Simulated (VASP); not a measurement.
VASP ran on this input.

**KPOINTS**
```
Automatic mesh
0
Gamma
6 6 6
0 0 0
```

File POSCAR:
```
AlSb
1
    0.0000000000     3.0700000000     3.0700000000
    3.0700000000     0.0000000000     3.0700000000
    3.0700000000     3.0700000000     0.0000000000
Al Sb
1 1
Direct
 -0.0114006515   0.0114006515   0.0276872964
  0.2500000000   0.2500000000   0.2500000000
```

**INCAR**
```
SYSTEM = AlSb
PREC = Accurate
ENCUT = 400
EDIFF = 1E-6
NELM = 100
ALGO = Normal
LREAL = .FALSE.
LASPH = .TRUE.
ISMEAR = 0
SIGMA = 0.05
GGA = PE
LMAXMIX = 4
LWAVE = .FALSE.
LCHARG = .FALSE.
ISIF = 2
IBRION = 2
NSW = 2
EDIFFG = -0.01
```

POTCAR, in this order: Al Sb (PBE.64 set). Program: vasp_std.

### Question
What happens when VASP runs on this input?

### Answer
There is a fault: NSW is too small for the relaxation to finish. The run did not converge; its last values are not results. Against the sound run, the energy per atom (σ→0) increases by 0.002 eV/atom; the pressure rises by 0.01 GPa; the largest force goes up by 0.229 eV/Å; the band gap falls by 0.09 eV.

### standard output
```
 POSCAR found type information on POSCAR AlSb
 POSCAR found :  2 types and       2 ions
 Reading from existing POTCAR
 Reading from existing POTCAR
 LDA part: xc-table for (Slater+PW92), standard interpolation
 POSCAR, INCAR and KPOINTS ok, starting setup
 WAVECAR not read
 entering main loop
       N       E                     dE             d eps       ncg     rms          rms(c)
DAV:   1     0.128160135200E+02    0.12816E+02   -0.23741E+03  1824   0.568E+02
DAV:   2    -0.772653959553E+01   -0.20543E+02   -0.20024E+02  2360   0.794E+01
DAV:   3    -0.819536949633E+01   -0.46883E+00   -0.46883E+00  2304   0.151E+01
DAV:   4    -0.819822878117E+01   -0.28593E-02   -0.28593E-02  2696   0.145E+00
DAV:   5    -0.819823889613E+01   -0.10115E-04   -0.10115E-04  2344   0.721E-02    0.348E+00
DAV:   6    -0.812989891548E+01    0.68340E-01   -0.93688E-02  1896   0.148E+00    0.217E+00
DAV:   7    -0.810834031154E+01    0.21559E-01   -0.95222E-02  2096   0.166E+00    0.426E-01
DAV:   8    -0.810916042974E+01   -0.82012E-03   -0.67165E-03  1864   0.483E-01    0.107E-01
DAV:   9    -0.810947097785E+01   -0.31055E-03   -0.57486E-04  2400   0.161E-01    0.312E-02
DAV:  10    -0.810949090985E+01   -0.19932E-04   -0.25205E-05  2584   0.300E-02    0.164E-02
DAV:  11    -0.810951858876E+01   -0.27679E-04   -0.50689E-05  1944   0.478E-02    0.302E-03
DAV:  12    -0.810951895401E+01   -0.36525E-06   -0.40281E-07  2528   0.492E-03
   1 F= -.81095190E+01 E0= -.81095190E+01  d E =-.810952E+01
 curvature:   0.00 expect dE= 0.000E+00 dE for cont linesearch  0.000E+00
 trial: gam= 0.00000 g(F)=  0.115E+00 g(S)=  0.000E+00 ort = 0.000E+00 (trialstep = 0.100E+01)
 search vector abs. value=  0.115E+00
 bond charge predicted
       N       E                     dE             d eps       ncg     rms          rms(c)
DAV:   1    -0.817211727391E+01   -0.62599E-01   -0.13782E+00  2128   0.797E+00    0.294E-01
DAV:   2    -0.817672069187E+01   -0.46034E-02   -0.48111E-02  2384   0.165E+00    0.131E-01
DAV:   3    -0.817671533569E+01    0.53562E-05   -0.51103E-04  2480   0.186E-01    0.799E-02
DAV:   4    -0.817672808698E+01   -0.12751E-04   -0.13940E-04  2240   0.820E-02    0.866E-03
DAV:   5    -0.817673027551E+01   -0.21885E-05   -0.11099E-05  2200   0.264E-02    0.295E-03
DAV:   6    -0.817673055442E+01   -0.27891E-06   -0.21365E-06  1904   0.978E-03
   2 F= -.81767306E+01 E0= -.81767306E+01  d E =-.672116E-01
 trial-energy change:   -0.067212  1 .order   -0.067684   -0.114880   -0.020488
 step:   1.2253(harm=  1.2170)  dis= 0.05890  next Energy=    -8.179033 (dE=-0.695E-01)
```

### OUTCAR
```
------------------------ aborting loop because EDIFF is reached ----------------------------------------
  FORCE on cell =-STRESS in cart. coord.  units (eV):
  Direction    XX          YY          ZZ          XY          YZ          ZX
  --------------------------------------------------------------------------------------
  Total        0.8894147      0.8947345      0.8938463     -0.1015769      0.1956778      0.0694257
  in kB       24.6246326     24.7719196     24.7473273     -2.8122914      5.4176022      1.9221440
  external PRESSURE =      24.7146265 kB  Pullay stress =       0.0000000 kB
  volume of cell :       57.87
      direct lattice vectors                 reciprocal lattice vectors
     0.000000000  3.070000000  3.070000000    -0.162866450  0.162866450  0.162866450
     3.070000000  0.000000000  3.070000000     0.162866450 -0.162866450  0.162866450
     3.070000000  3.070000000  0.000000000     0.162866450  0.162866450 -0.162866450
 POSITION                                       TOTAL-FORCE (eV/Angst)
 -----------------------------------------------------------------------------------
      0.07193      3.09951      3.06366        -0.197131     -0.068868      0.101492
      1.58307      1.55549      1.54134         0.197131      0.068868     -0.101492
 -----------------------------------------------------------------------------------
    total drift:                                0.000043      0.000048      0.000028
  FREE ENERGIE OF THE ION-ELECTRON SYSTEM (eV)
  ---------------------------------------------------
  free  energy   TOTEN  =        -8.1767305544 eV

  energy  without entropy=       -8.1767305544  energy(sigma->0) =       -8.17673055
```
(Selected blocks of OUTCAR.)

To mend it, set NSW = 40.

The mended run (PBE GGA, plane waves, VASP's PBE PAW potentials (set 64)) converges, and its OSZICAR ends with
```
   7 F= -.81800646E+01 E0= -.81800646E+01  d E =-.138267E-04
```

The compound is AlSb in the zinc blende structure. In the starting cell atoms are displaced from their ideal sites.
